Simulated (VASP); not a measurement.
The system is LiH.

```
CELL_PARAMETERS angstrom
1.93138 0.00000 0.00000
0.00000 1.93138 0.00000
0.00000 0.00000 1.93138
ATOMIC_POSITIONS crystal
Li 0.00000 0.00000 0.00000
H 0.50000 0.50000 0.50000
```

The cell was built by a generator and needn't be a form met in nature.

* Program: VASP 6.6.1
* Task: relaxation of cell and atoms
* Functional: PBE
* Potentials or basis: VASP PAW PBE potentials, release 64 (Li_sv, H)
* Cutoff: 600 eV
* k mesh: 12 × 12 × 12
* Occupations: fermi-dirac, width 0.02 eV
* Spin: no spin polarisation

At the start: pressure 101.5 GPa; volume 3.60 Å³/atom.

Problem. How do energy, volume and symmetry change on relaxing?

Solution. Over 5 steps the energy falls by 705.7 meV/atom and the volume is 6.97 Å³/atom (+93.6 %); space group Pm-3m (No. 221, to 0.05 Å).

The path:
| step | energy change (eV) | largest force (eV/Å) | pressure (GPa) | volume (Å³) |
| --- | --- | --- | --- | --- |
| 1 | 0.0000 | 0.0000 | 101.55 | 7.20 |
| 2 | -1.0444 | 0.0000 | 35.52 | 9.86 |
| 3 | -1.3903 | 0.0000 | 6.20 | 12.80 |
| 4 | -1.4108 | 0.0000 | 0.85 | 13.77 |
| 5 | -1.4113 | 0.0000 | 0.01 | 13.94 |

Final structure:
```
CELL_PARAMETERS angstrom
2.40696 0.00000 0.00000
0.00000 2.40696 0.00000
0.00000 0.00000 2.40696
ATOMIC_POSITIONS crystal
Li 0.00000 0.00000 0.00000
H 0.50000 0.50000 0.50000
```

Caveat: the cutoff is under 1.25 times the usual one of these potentials, so pressure, stress and relaxed cells hold a basis-set (Pulay) error; the volume moved by over 15 % at a fixed basis, so the end points are rough.
